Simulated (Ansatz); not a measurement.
## Bands of InP

```
CELL_PARAMETERS angstrom
0.00000 2.97988 2.97988
2.97988 0.00000 2.97988
2.97988 2.97988 0.00000
ATOMIC_POSITIONS crystal
In 0.00000 0.00000 0.00000
P 0.25000 0.25000 0.25000
```

Atoms are numbered in the order listed.

The cell was built from the zincblende type and relaxed in the same program, and has space group F-43m; it needn't be a known or the stable phase.

These are results of Ansatz 0.2.0, DFT, PBE, all-electron LAPW, Dirac equation with spin-orbit coupling, not measurements.

The runs use a Γ-centred 12×12×12 k mesh, Fermi–Dirac smearing of 0.08 eV, basis error target 0.25 meV/atom, no spin polarisation.

Points in fractions of the reciprocal vectors of this cell: Γ (0, 0, 0), X (-0.5, -0.5, 0), U (-0.375, -0.375, 0.25), K (-0.375, 0, 0.375), L (0, 0, 0.5), W (-0.5, -0.25, 0.25). The path joins them by straight lines in the order Γ–X–U–K–Γ–L–W–X; legs that retrace an earlier one aren't tabulated. Energies are in eV from the top of the valence band.

(1) Metal or insulator at this level of theory?

(2) Tabulate bands 31 to 37, counted from the lowest band of the run, along the path.

## Answers

(1) An insulator or semiconductor: gap 0.41 eV, direct at Γ.

(2) 
| k (1/Å) | point | band 31 | band 32 | band 33 | band 34 | band 35 | band 36 | band 37 |
| --- | --- | --- | --- | --- | --- | --- | --- | --- |
| 0.00 | Γ | 0.00 | 0.00 | 0.00 | 0.00 | 0.41 | 0.41 | 3.75 |
| 0.21 |  | -0.39 | -0.39 | -0.32 | -0.32 | 1.62 | 1.62 | 3.58 |
| 0.42 |  | -1.05 | -1.05 | -0.97 | -0.97 | 2.66 | 2.66 | 2.91 |
| 0.63 |  | -1.67 | -1.67 | -1.58 | -1.58 | 2.22 | 2.22 | 2.90 |
| 0.84 |  | -2.09 | -2.09 | -2.00 | -2.00 | 1.90 | 1.90 | 2.47 |
| 1.05 | X | -2.24 | -2.24 | -2.14 | -2.14 | 1.82 | 1.82 | 2.24 |
| 1.13 |  | -2.31 | -2.26 | -2.16 | -2.15 | 1.88 | 1.90 | 2.32 |
| 1.20 |  | -2.50 | -2.44 | -2.13 | -2.12 | 2.00 | 2.02 | 2.59 |
| 1.28 |  | -2.75 | -2.67 | -2.06 | -2.05 | 2.12 | 2.12 | 3.07 |
| 1.35 |  | -2.98 | -2.89 | -1.96 | -1.95 | 2.23 | 2.23 | 3.65 |
| 1.43 | U | -3.15 | -3.06 | -1.84 | -1.83 | 2.35 | 2.35 | 4.25 |
| 1.56 |  | -3.14 | -3.05 | -1.94 | -1.89 | 2.69 | 2.73 | 4.50 |
| 1.69 |  | -3.05 | -2.96 | -2.17 | -2.09 | 3.43 | 3.46 | 4.45 |
| 1.81 |  | -3.05 | -2.96 | -2.17 | -2.09 | 3.43 | 3.46 | 4.45 |
| 1.94 |  | -3.14 | -3.05 | -1.94 | -1.89 | 2.69 | 2.73 | 4.50 |
| 2.07 | K | -3.15 | -3.06 | -1.84 | -1.83 | 2.35 | 2.35 | 4.25 |
| 2.30 |  | -3.11 | -3.03 | -1.35 | -1.34 | 2.73 | 2.75 | 4.98 |
| 2.52 |  | -2.42 | -2.34 | -0.81 | -0.80 | 2.80 | 2.81 | 4.93 |
| 2.74 |  | -1.41 | -1.33 | -0.36 | -0.35 | 2.32 | 2.34 | 4.13 |
| 2.97 |  | -0.46 | -0.40 | -0.11 | -0.10 | 1.50 | 1.53 | 3.83 |
| 3.19 | Γ | 0.00 | 0.00 | 0.00 | 0.00 | 0.41 | 0.41 | 3.75 |
| 3.37 |  | -0.18 | -0.18 | -0.11 | -0.11 | 1.27 | 1.27 | 3.91 |
| 3.56 |  | -0.45 | -0.45 | -0.37 | -0.36 | 1.64 | 1.64 | 4.39 |
| 3.74 |  | -0.73 | -0.73 | -0.63 | -0.62 | 1.55 | 1.55 | 4.67 |
| 3.92 |  | -0.92 | -0.92 | -0.82 | -0.81 | 1.41 | 1.41 | 4.70 |
| 4.10 | L | -0.99 | -0.99 | -0.88 | -0.88 | 1.35 | 1.35 | 4.68 |
| 4.25 |  | -1.45 | -1.38 | -1.05 | -1.01 | 1.82 | 1.85 | 4.51 |
| 4.40 |  | -2.25 | -2.17 | -1.36 | -1.30 | 2.61 | 2.65 | 4.21 |
| 4.55 |  | -2.85 | -2.77 | -1.82 | -1.74 | 3.29 | 3.31 | 4.15 |
| 4.70 |  | -3.03 | -2.94 | -2.34 | -2.25 | 3.79 | 3.80 | 4.34 |
| 4.85 | W | -2.85 | -2.78 | -2.72 | -2.66 | 4.13 | 4.16 | 4.25 |
| 4.95 |  | -2.80 | -2.72 | -2.67 | -2.62 | 3.73 | 3.78 | 3.85 |
| 5.06 |  | -2.67 | -2.59 | -2.54 | -2.50 | 3.00 | 3.06 | 3.29 |
| 5.17 |  | -2.49 | -2.41 | -2.36 | -2.35 | 2.37 | 2.43 | 2.76 |
| 5.27 |  | -2.32 | -2.27 | -2.21 | -2.20 | 1.96 | 1.99 | 2.38 |
| 5.38 | X | -2.24 | -2.24 | -2.14 | -2.14 | 1.82 | 1.82 | 2.24 |
